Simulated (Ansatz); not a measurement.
Molecular dynamics on a 2×2×2 supercell (24 atoms) of Na2S (Fm-3m), relaxed with r2SCAN. Forces come from PBEsol in the plane-wave code Ansatz: a Nosé-Hoover thermostat at fixed volume, 600 K, steps of 3 fs. Classical nuclei, no spin polarisation; a few dozen steps show the first response, not equilibrium.

```yaml
crystal:
  lattice:
    - [0.0, 6.5108572453, 6.5108572453]
    - [6.5108572453, 0.0, 6.5108572453]
    - [6.5108572453, 6.5108572453, 0.0]
  atoms:
    - { symbol: Na, position: [0.125, 0.125, 0.125] }
    - { symbol: Na, position: [0.375, 0.375, 0.375] }
    - { symbol: S, position: [0.0, 0.0, 0.0] }
    - { symbol: Na, position: [0.125, 0.125, 0.625] }
    - { symbol: Na, position: [0.375, 0.375, 0.875] }
    - { symbol: S, position: [0.0, 0.0, 0.5] }
    - { symbol: Na, position: [0.125, 0.625, 0.125] }
    - { symbol: Na, position: [0.375, 0.875, 0.375] }
    - { symbol: S, position: [0.0, 0.5, 0.0] }
    - { symbol: Na, position: [0.125, 0.625, 0.625] }
    - { symbol: Na, position: [0.375, 0.875, 0.875] }
    - { symbol: S, position: [0.0, 0.5, 0.5] }
    - { symbol: Na, position: [0.625, 0.125, 0.125] }
    - { symbol: Na, position: [0.875, 0.375, 0.375] }
    - { symbol: S, position: [0.5, 0.0, 0.0] }
    - { symbol: Na, position: [0.625, 0.125, 0.625] }
    - { symbol: Na, position: [0.875, 0.375, 0.875] }
    - { symbol: S, position: [0.5, 0.0, 0.5] }
    - { symbol: Na, position: [0.625, 0.625, 0.125] }
    - { symbol: Na, position: [0.875, 0.875, 0.375] }
    - { symbol: S, position: [0.5, 0.5, 0.0] }
    - { symbol: Na, position: [0.625, 0.625, 0.625] }
    - { symbol: Na, position: [0.875, 0.875, 0.875] }
    - { symbol: S, position: [0.5, 0.5, 0.5] }
kpoints:
  mp_grid: { grid: [2, 2, 2] }
hamiltonian:
  xc: pbesol
scf:
  occupations: { method: fermi_dirac, width: 0.052 }
md:
  ensemble: nvt_nose_hoover
  temperature: 600
  timestep: 3.0
  n_steps: 20
  initial_velocities: maxwell_boltzmann
  seed: 7446
```

Command: `ansatz run input.yaml --threads 4 --pin off --max-ram 3686MiB --backend cpu --events-out ev --progress --plain --runs-dir out`. Wall time 3.7 min on 4 threads of Intel(R) Xeon(R) Processor @ 2.50GHz (Skylake/Cascade Lake), with other jobs on the host, load about 0.9 per core; peak host memory 1.9 GiB.

```tsv
step	t (fs)	T (K)	free energy F from step 0 (meV/atom)	kinetic energy (meV/atom)	largest force (eV/Å)
0	0	600	0.0	74.3	0.00
1	3	593	0.8	73.5	0.15
2	6	574	3.3	71.1	0.32
3	9	542	7.2	67.1	0.49
4	12	500	12.5	61.9	0.67
5	15	450	18.7	55.7	0.85
6	18	394	25.7	48.8	1.03
7	21	336	33.0	41.6	1.19
8	24	279	40.2	34.5	1.34
9	27	225	47.0	27.9	1.45
10	30	179	52.8	22.2	1.53
11	33	143	57.4	17.7	1.57
12	36	118	60.6	14.6	1.57
13	39	105	62.4	13.0	1.53
14	42	104	62.6	12.9	1.44
15	45	114	61.5	14.2	1.33
16	48	134	59.3	16.5	1.19
17	51	160	56.3	19.8	1.03
18	54	191	52.8	23.7	0.96
19	57	224	49.1	27.8	0.89
20	60	258	45.5	31.9	0.82
```

The temperature starts at 600 K, is lowest at step 14 (104 K, 42 fs) and ends at 258 K. The thermostat hasn't had time to restore it. The atoms start on their lattice sites with kinetic energy alone, so much of it first passes into potential energy. By the last step the atoms have moved 0.23 Å in the root mean square, the drift of the whole cell taken out, 0.45 Å at most.

Positions (Å) and forces (eV/Å) at step 20:
```
Na   1.672   1.748   1.580    -0.274  -0.190   0.186
Na   5.048   4.926   4.737    -0.437  -0.237   0.328
S   -0.040   0.020  -0.233     0.106  -0.080   0.619
Na   4.841   4.678   1.699     0.067   0.059  -0.143
Na   8.301   8.403   4.754    -0.199  -0.265   0.221
S    3.332   3.041   0.113    -0.175   0.426  -0.134
Na   4.899   1.644   4.887    -0.048   0.147   0.084
Na   8.121   4.937   8.152     0.027  -0.100  -0.043
S    3.225   0.126   3.341    -0.142  -0.455  -0.176
Na   7.925   5.266   4.797     0.364  -0.521  -0.163
Na  11.544   7.871   8.253    -0.158   0.372  -0.245
S    6.556   3.157   3.158    -0.126   0.593   0.301
Na   1.752   4.848   4.811    -0.258   0.307   0.071
Na   4.948   7.883   8.248    -0.123   0.396  -0.076
S   -0.002   3.269   3.379    -0.116  -0.101  -0.419
Na   4.927   8.052   4.916    -0.057   0.111   0.103
Na   8.187  11.703   7.891    -0.038  -0.361   0.289
S    3.263   6.532   3.253     0.134  -0.240  -0.112
Na   4.876   4.791   8.309    -0.157  -0.113  -0.163
Na   8.141   8.246  11.345     0.101  -0.094  -0.025
S    3.112   3.278   6.579     0.787   0.167  -0.137
Na   8.045   8.178   7.991     0.227  -0.012   0.165
Na  11.188  11.221  11.625     0.327   0.346  -0.392
S    6.422   6.460   6.582     0.168  -0.153  -0.138
```
